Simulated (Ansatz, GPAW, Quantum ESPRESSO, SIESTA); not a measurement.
One calculation of Sr, 6 ways

```
Sr
1.0
     0.00000    3.04235    3.04235
     3.04235    0.00000    3.04235
     3.04235    3.04235    0.00000
Sr
1
Direct
  0.00000 0.00000 0.00000
```

Alike in all runs: task band structure; functional PBE; k mesh 8 × 8 × 8; occupations fermi-dirac, width 0.05 eV; no spin polarisation; no spin-orbit coupling. Pressure is positive in compression and, in plane waves, holds the error of the finite cutoff.

```
                                                                                                        program and potentials  plane-wave cutoff (eV)         notes  pressure (GPa)
                                                                                                Quantum ESPRESSO, SG15 PBE 1.2                     925             -           -0.34
SIESTA, files PseudoDojo sr-pbe-0.4.1-standard, DZP (energy shift 0.003 Ry; two zetas on semicore shells; d shell added on Sr)                       -  atomic basis           -0.36
                                                                                Ansatz, all-electron LAPW, scalar-relativistic                       -             -           -0.32
                                                                            Quantum ESPRESSO, PseudoDojo 0.4.1 SR PBE standard                     925             -           -0.33
                                                                                    GPAW, GPAW PAW data sets (gpaw-data 1.2.1)                     600             -           -0.28
                                                                             GPAW, PAW data sets generated for this functional                     600             -           -0.28
```

The pressure spans -0.36 (SIESTA, files PseudoDojo sr-pbe-0.4.1-standard, DZP (energy shift 0.003 Ry; two zetas on semicore shells; d shell added on Sr)) to -0.28 GPa (GPAW, PAW data sets generated for this functional), with all-electron results at -0.32. Rows in atomic bases carry the error of their basis and grid, which can be large.

Differences between rows come from potentials, basis sets and numerical settings, since the functional is the same but for its coding. Runs on potential files found faulty are left out.
